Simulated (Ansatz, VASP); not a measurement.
# Bi: VASP beside Ansatz

File INCAR:

```
PREC = Accurate ; ENCUT = 520
EDIFF = 1E-6 ; ISMEAR = -1
SIGMA = 0.1 ; LREAL = False
LASPH = True ; NELM = 100
ALGO = Normal ; ISIF = 2
LWAVE = False ; LCHARG = False
GGA = PE ; NBANDS = 22
```

Contents of KPOINTS:

```
regular mesh
0
Gamma
  8 8 8
```

POSCAR

```
Bi
1.0
    2.2924582305      1.3235513765      4.0467531177
   -2.2924582305      1.3235513765      4.0467531177
    0.0000000000     -2.6471027530      4.0467531177
Bi
2
Direct
    0.2337113826      0.2337113826      0.2337113826
    0.7662886174      0.7662886174      0.7662886174
```

Input for Ansatz:

```yaml
crystal:
  lattice:
    - [2.2924582305, 1.3235513765, 4.0467531177]
    - [-2.2924582305, 1.3235513765, 4.0467531177]
    - [0.0, -2.647102753, 4.0467531177]
  atoms:
    - { symbol: Bi, position: [0.2337113826, 0.2337113826, 0.2337113826] }
    - { symbol: Bi, position: [0.7662886174, 0.7662886174, 0.7662886174] }
hamiltonian:
  xc: pbe
  pseudopotentials:
    kind: paw
    azcp:
      Bi: "pseudopotentials/Bi.paw.azcp"
basis:
  ecutwfc: 420
  fft_grid_basis: typed
kpoints:
  mp_grid: { grid: [8, 8, 8], shift: [0, 0, 0] }
magnetization:
  spin_polarized: false
scf:
  occupations: { method: fermi_dirac, width: 0.1 }
  lower_state_search: "off"
output:
  stress: true
```

Alike in both runs: task single point; functional PBE; k mesh 8 × 8 × 8; occupations fermi-dirac, width 0.1 eV; no spin polarisation.

```csv
,VASP,Ansatz
version,VASP 6.6.1,Ansatz 0.2.0
potentials or method,"VASP PAW PBE potentials, release 64 (Bi_d)","plane waves (420 eV) with PAW, scalar-relativistic"
plane-wave cutoff (eV),520,420
valence electrons in the cell,30,30
```

|  | VASP | Ansatz | Ansatz less VASP |
| --- | --- | --- | --- |
| pressure (GPa) | 0.0 | 0.0 | +0.04 |
